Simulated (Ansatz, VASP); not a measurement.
## C in VASP and in Ansatz

```
CELL_PARAMETERS angstrom
0.00000 1.45303 1.45303
1.45303 0.00000 1.45303
1.45303 1.45303 0.00000
ATOMIC_POSITIONS crystal
C 0.00000 0.00000 0.00000
```

Alike in both runs: functional LDA; k mesh 23 × 23 × 23; occupations fermi-dirac, width 0.1 eV; no spin polarisation.

Ansatz relaxed the structure, and its values are those at the end. VASP's run is a single point on that final structure, the one shown.

```csv
,VASP,Ansatz
version,VASP 6.6.1,Ansatz 0.2.0
potentials or method,"VASP PAW LDA potentials, release 64 (C), cutoff 520 eV","all-electron LAPW, scalar-relativistic"
```

```tsv
	VASP	Ansatz	Ansatz less VASP
pressure (GPa)	24.6	24.0	-0.63
```

Ansatz ran all-electron here, so the differences hold the error of VASP's frozen core and of both bases.

Caveats: so large a pressure means that the cell lies far from this level's equilibrium, or that cutoff or potentials fall short (VASP).
